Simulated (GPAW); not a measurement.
A run of GPAW 26.7.0 is set up as follows.

The input run.py:

```python
import spglib
from ase import Atoms
from ase.dft.bandgap import bandgap
from ase.io import read, write
from gpaw import GPAW, PW

atoms = read('ZnS.cif')
cell, positions, numbers = spglib.find_primitive(
    (atoms.cell[:], atoms.get_scaled_positions(), atoms.numbers), symprec=1e-4)
atoms = Atoms(numbers, cell=cell, scaled_positions=positions, pbc=True)

calc = GPAW(mode=PW(450),
            xc={'name': 'HYB_GGA_XC_BHANDHLYP', 'fraction': 0.5, 'omega': 0.0, 'backend': 'pw'},
            kpts={'size': (4, 4, 4), 'gamma': True},
            occupations={'name': 'fermi-dirac', 'width': 0.05},
            nbands=14,
            convergence={'density': 1e-05, 'energy': 1e-05},
            maxiter=60,
            txt='gpaw.txt')
atoms.calc = calc
energy = atoms.get_potential_energy()
calc.write('gs.gpw')
write('result.traj', atoms)
print(f'Energy: {energy:.6f} eV')
print('Fermi level:', round(calc.get_fermi_level(), 4), 'eV')
print(f'Gap: {bandgap(calc)[0]:.4f} eV, direct: {bandgap(calc, direct=True)[0]:.4f} eV')
```

File ZnS.cif:

```cif
data_ZnS
_cell_length_a 5.40400000
_cell_length_b 5.40400000
_cell_length_c 5.40400000
_cell_angle_alpha 90.00000000
_cell_angle_beta 90.00000000
_cell_angle_gamma 90.00000000
_space_group_name_H-M_alt 'F-43m'
_space_group_name_Hall 'F -4 2 3'
_space_group_IT_number 216
loop_
_space_group_symop_operation_xyz
'x,y,z'
'y,-x,-z'
'-x,-y,z'
'-y,x,-z'
'x,-y,-z'
'y,x,z'
'-x,y,-z'
'-y,-x,z'
'z,x,y'
'-z,y,-x'
'z,-x,-y'
'-z,-y,x'
'-z,x,-y'
'z,y,x'
'-z,-x,y'
'z,-y,-x'
'y,z,x'
'-x,-z,y'
'-y,z,-x'
'x,-z,-y'
'-y,-z,x'
'x,z,y'
'y,-z,-x'
'-x,z,-y'
'x,y+1/2,z+1/2'
'y,-x+1/2,-z+1/2'
'-x,-y+1/2,z+1/2'
'-y,x+1/2,-z+1/2'
'x,-y+1/2,-z+1/2'
'y,x+1/2,z+1/2'
'-x,y+1/2,-z+1/2'
'-y,-x+1/2,z+1/2'
'z,x+1/2,y+1/2'
'-z,y+1/2,-x+1/2'
'z,-x+1/2,-y+1/2'
'-z,-y+1/2,x+1/2'
'-z,x+1/2,-y+1/2'
'z,y+1/2,x+1/2'
'-z,-x+1/2,y+1/2'
'z,-y+1/2,-x+1/2'
'y,z+1/2,x+1/2'
'-x,-z+1/2,y+1/2'
'-y,z+1/2,-x+1/2'
'x,-z+1/2,-y+1/2'
'-y,-z+1/2,x+1/2'
'x,z+1/2,y+1/2'
'y,-z+1/2,-x+1/2'
'-x,z+1/2,-y+1/2'
'x+1/2,y,z+1/2'
'y+1/2,-x,-z+1/2'
'-x+1/2,-y,z+1/2'
'-y+1/2,x,-z+1/2'
'x+1/2,-y,-z+1/2'
'y+1/2,x,z+1/2'
'-x+1/2,y,-z+1/2'
'-y+1/2,-x,z+1/2'
'z+1/2,x,y+1/2'
'-z+1/2,y,-x+1/2'
'z+1/2,-x,-y+1/2'
'-z+1/2,-y,x+1/2'
'-z+1/2,x,-y+1/2'
'z+1/2,y,x+1/2'
'-z+1/2,-x,y+1/2'
'z+1/2,-y,-x+1/2'
'y+1/2,z,x+1/2'
'-x+1/2,-z,y+1/2'
'-y+1/2,z,-x+1/2'
'x+1/2,-z,-y+1/2'
'-y+1/2,-z,x+1/2'
'x+1/2,z,y+1/2'
'y+1/2,-z,-x+1/2'
'-x+1/2,z,-y+1/2'
'x+1/2,y+1/2,z'
'y+1/2,-x+1/2,-z'
'-x+1/2,-y+1/2,z'
'-y+1/2,x+1/2,-z'
'x+1/2,-y+1/2,-z'
'y+1/2,x+1/2,z'
'-x+1/2,y+1/2,-z'
'-y+1/2,-x+1/2,z'
'z+1/2,x+1/2,y'
'-z+1/2,y+1/2,-x'
'z+1/2,-x+1/2,-y'
'-z+1/2,-y+1/2,x'
'-z+1/2,x+1/2,-y'
'z+1/2,y+1/2,x'
'-z+1/2,-x+1/2,y'
'z+1/2,-y+1/2,-x'
'y+1/2,z+1/2,x'
'-x+1/2,-z+1/2,y'
'-y+1/2,z+1/2,-x'
'x+1/2,-z+1/2,-y'
'-y+1/2,-z+1/2,x'
'x+1/2,z+1/2,y'
'y+1/2,-z+1/2,-x'
'-x+1/2,z+1/2,-y'
loop_
_atom_site_label
_atom_site_type_symbol
_atom_site_symmetry_multiplicity
_atom_site_Wyckoff_symbol
_atom_site_fract_x
_atom_site_fract_y
_atom_site_fract_z
_atom_site_occupancy
Zn1 Zn 4 c 0.2500000000 0.2500000000 0.2500000000 1
S1 S 4 a 0.0000000000 0.0000000000 0.0000000000 1
```

Potentials or basis: GPAW PAW data sets (gpaw-data 1.2.1), pw.

Command:

```bash
$ OMP_NUM_THREADS=1 python run.py
```

Task: Predict the band gap on the k mesh.

Result: 6.06 eV, direct.

Caveat: the k mesh is coarse (spacing up to 0.50 Å⁻¹), so the values aren't converged, least of all with exact exchange; exact exchange converges slowly with the k mesh, and this mesh is small.
